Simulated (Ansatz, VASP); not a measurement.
Sr: VASP beside Ansatz

```xyz
4
Lattice="3.2446 0.0000 0.0000 -1.6223 2.8099 0.0000 0.0000 0.0000 10.5576" Properties=species:S:1:pos:R:3 pbc="T T T"
Sr    0.0000    0.0000    0.0000
Sr    0.0000    0.0000    5.2788
Sr    0.0000    1.8733    2.6394
Sr    1.6223    0.9366    7.9182
```

Alike in both runs: task single point; functional LDA; k mesh 9 × 9 × 5; occupations fermi-dirac, width 0.05 eV; no spin polarisation.

|  | VASP | Ansatz |
| --- | --- | --- |
| version | VASP 6.6.1 | Ansatz 0.2.0 |
| potentials or method | VASP PAW LDA potentials, release 64 (Sr_sv), cutoff 520 eV | all-electron LAPW, scalar-relativistic |

|  | VASP | Ansatz | Ansatz less VASP |
| --- | --- | --- | --- |
| pressure (GPa) | 25.3 | 25.0 | -0.33 |

Ansatz ran all-electron here, so the differences hold the error of VASP's frozen core and of both bases.

Caveats: so large a pressure means that the cell lies far from this level's equilibrium, or that cutoff or potentials fall short (VASP).
